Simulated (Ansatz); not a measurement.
# Ti (Im-3m) in Ansatz: a series of runs

One crystal, Ti, is run at these levels: PBEsol; tasks: single point.

Everything below comes from runs of Ansatz 0.2.0. Logs are shortened: lines on timing, memory, paths and dates and some standing lists are left out, and cuts for length are marked.

### 1 The undisturbed crystal

Symmetry: Im-3m, No. 229, cubic system. Conventional cell: a = 3.282 Å, b = 3.282 Å, c = 3.282 Å, α = 90.00°, β = 90.00°, γ = 90.00°. Ti (site symmetry m-3m) is surrounded by 8 Ti at 2.84 Å.

This isn't the form of Ti at room conditions, which is hcp.

### 2 Single point, PBEsol, 17.68 Å³/atom (strain_z_fixed_volume = -0.04)

input.yaml

```yaml
crystal:
  lattice:
    - [-1.6748386116, 1.6748386116, 1.57536]
    - [1.6748386116, -1.6748386116, 1.57536]
    - [1.6748386116, 1.6748386116, -1.57536]
  atoms:
    - { symbol: Ti, position: [0.0, 0.0, 0.0] }
kpoints:
  mp_grid: { grid: [11, 11, 11] }
scf:
  occupations: { method: fermi_dirac, width: 0.05 }
hamiltonian:
  xc: pbesol
  pseudopotentials: { kind: all_electron, lapw: { basis_error: 0.001 } }
output:
  forces: true
  stress: true
  eigenvalues: true
```

Potentials or basis: all-electron LAPW, scalar-relativistic.

Started as:

```
ansatz run input.yaml --threads 1 --pin off --max-ram 3072MiB --backend cpu --events-out ev --progress --plain --runs-dir out
```

What it wrote:

```text
Warning: RAYON_NUM_THREADS=1 ignored (pool sized by the plan → 1); use --threads N
LAPW: plane waves up to 7.715 Å⁻¹, error target 1.0e-3 eV per atom; small_component_spin mean_spin; Ti in spheres of 1.422 Å, 12 of its electrons in bands, Dirac shells [] (how accurate: hamiltonian.pseudopotentials.lapw.basis_error, Limitations)
Engine: ansatz 0.2.0, aarch64-unknown-linux-gnu
Pseudopotentials: kind: all_electron
Pseudopotential: Ti, LAPW, valence charge 12, lapw/all_electron/scalar/gaussian/Ti, Koelling and Harmon's equation, gaussian nucleus
Functional definition: PBEsol
  exchange = pbesol_x
  correlation = pbesol_c
Crystal: 1 atoms, lattice volume = 17.676 Å³
Basis set: ecut = 226.7557098752211 eV, 139 PW (Γ), exchange–correlation at level 2
Bands: 10, of which v1, the nominal top of the filled ones, is band 6 counted from 1 (5 counted from 0)
Symmetry: 16 space group operations
Space group: I4/mmm (ITA 139), of the structure as read, at distance tolerance 2.6e-5 Å
k-points: 126 of 1331
Non-local potential: Ti, projectors of the file, none
Initial density: superposition of atomic densities (chi_scale 0.1, normalization cell)
Initial wavefunctions: plane waves of lowest kinetic energy (no species holds an atomic orbital)
Functional: x = pbesol(κ = 0.804, μ = 0.12345679012345678), c = pbesol(β = 0.046)
iter 1 solved again at ethr=6.07e-4 eV; its pass at ethr=1.00e-1 eV (dr2=7.28e-2 eV) is discarded
SCF iter   1: F=—  HF=-23207.637464 eV  |F-HF|=—  |Δ(HF+E_count)|=         —  Δρ=2.34e-2  dr2=7.34e-2  ethr=6.07e-4  ⟨swp⟩=2.8  Hψ=9263  notcnv=0
preconditioner: auto → none  [metal: Δε(μ)=0.009 eV  Ē_g=4.442 eV  σ=0.050 eV  W_gap=0.04  n_scr=0 (ndim 8)  ℏωp=17.7 eV  f_vac=0.000  D(μ)=2.63/eV (n_scr^D=42)]
iter 2 solved again at ethr=4.85e-6 eV; its pass at ethr=6.07e-4 eV (dr2=5.82e-4 eV) is discarded
SCF iter   2: F=—  HF=-23207.479478 eV  |F-HF|=—  |Δ(HF+E_count)|=   1.58e-1  Δρ=2.10e-3  dr2=5.80e-4  ethr=4.85e-6  ⟨swp⟩=2.5  Hψ=6902  notcnv=0
SCF iter   3: F=—  HF=-23207.458522 eV  |F-HF|=—  |Δ(HF+E_count)|=   2.10e-2  Δρ=2.49e-3  dr2=7.92e-4  ethr=4.83e-6  ⟨swp⟩=3.0  Hψ=4430  notcnv=0
SCF iter   4: F=—  HF=-23207.458306 eV  |F-HF|=—  |Δ(HF+E_count)|=   2.16e-4  Δρ=2.41e-4  dr2=7.11e-6  ethr=4.83e-6  ⟨swp⟩=2.0  Hψ=3707  notcnv=0
SCF iter   5: F=—  HF=-23207.458308 eV  |F-HF|=—  |Δ(HF+E_count)|=   2.03e-6  Δρ=1.49e-5  dr2=3.16e-8  ethr=5.93e-8  ⟨swp⟩=2.0  Hψ=3708  notcnv=0
SCF iter   6: F=-23207.458308 eV  HF=-23207.458308 eV  |F-HF|=5.99e-9  |Δ(HF+E_count)|=   4.67e-8  Δρ=1.74e-6  dr2=3.12e-10  ethr=2.64e-10  ⟨swp⟩=2.3  Hψ=3756  notcnv=0
SCF 1 converged in 6 iterations: F = -23207.458308 eV  dr2 = 3.12e-10
SCF converged after 6 iterations
Free energy (F): -23207.458308 eV
Harris-Foulkes:  -23207.458308 eV  (|F-HF|=5.99e-9)
Internal energy: -23207.440065 eV  (E = F + TS)
E sigma→0 (E₀):  -23207.449187 eV
Entropy (-TS):   -0.018243 eV (-18.243 meV/atom)
Fermi energy:    13.141472 eV
--- Per-component energies (eV) ---
  E_band       = -155.650602
  E_kinetic    = 23426.202638
  E_xc         = -1121.329671
  E_electrostatic = -45512.313031  (all electrons and nuclei)
  E_smearing   = -0.018243  (= −TS)
  E_closure    = 0.000000  (closes the sum)
  E_atoms      = -23200.354998  (free atoms, spherical and without spin; not in F)
  Σ components = -23207.458308   (vs F -23207.458308, Δ=0.00e0)
  Basis errors (estimates in eV, not in F): energy 1.2e-4 per atom: plane waves 1.0e-4 (5.4e-5 summed), levels above the bands 3.8e-70, relativity 4.0e-9, radial functions 1.7e-5, core shells 4.1e-8; eigenvalues (radial functions only) 1.0e-6; not estimated: angular momenta, meshes, grids; target (lapw.basis_error) 1.0e-3; muffin-tin radii Ti 1.422 Å
--- Forces (eV/Å), atoms counted from 1 ---
  atom   1  Ti     0.00000000     0.00000000    -0.00000000
  max |Σ_I F_I| component: 9.86e-32 eV/Å
--- Stress (GPa, compression-positive) ---
       -5.963868       0.000000       0.000000
        0.000000      -5.963868       0.000000
        0.000000       0.000000      -8.278451
  P = ⅓ Tr σ = -6.7354 GPa (-67.354 kbar)
--- Band table (eV; the first three rows and the last of 126) ---
  k-point 0: bands = ["-43.1602", "-19.1511", "-19.1430", "-19.1430", "7.2357", "13.8298", "14.2717", "14.2717", "15.5553", "16.0802"]
  k-point 1: bands = ["-43.1507", "-19.1965", "-19.1657", "-19.1419", "7.5008", "13.8118", "14.1676", "14.4631", "15.4207", "16.0626"]
  k-point 2: bands = ["-43.1253", "-19.3385", "-19.2050", "-19.1389", "8.2461", "13.6665", "13.9002", "15.0057", "15.2329", "16.0273"]
  k-point 125: bands = ["-42.9517", "-19.6099", "-19.6019", "-19.5348", "11.0780", "11.2245", "16.7666", "16.7868", "16.8999", "20.2633"]
```

Run time: 5 s. Hardware: 1 thread of Arm Neoverse V2, shared host; peak memory 0.25 GiB.

What came out:

| Property | Result |
| --- | --- |
| Free energy | -23207.4583 eV |
| Pressure | -6.7 GPa |
| Band gap on the k mesh | none (metal or under the smearing width) |

### 3 Single point, PBEsol, 17.68 Å³/atom (strain_z_fixed_volume = -0.02)

input.yaml: that of step 2 with these lines changed.

```diff
@@ -2,5 +2,5 @@
   lattice:
-    - [-1.6748386116, 1.6748386116, 1.57536]
-    - [1.6748386116, -1.6748386116, 1.57536]
-    - [1.6748386116, 1.6748386116, -1.57536]
+    - [-1.6576603256, 1.6576603256, 1.60818]
+    - [1.6576603256, -1.6576603256, 1.60818]
+    - [1.6576603256, 1.6576603256, -1.60818]
   atoms:
```

Potentials or basis: all-electron LAPW, scalar-relativistic.

Started as:

```
ansatz run input.yaml --threads 1 --pin off --max-ram 3072MiB --backend cpu --events-out ev --progress --plain --runs-dir out
```

Wall time 5 s (1 thread of Arm Neoverse V2, shared host); peak memory 0.25 GiB.

It converged, with:

```
Free energy            : -23207.4535 eV
Pressure               : -6.8 GPa
Band gap on the k mesh : none (metal or under the smearing width)
```
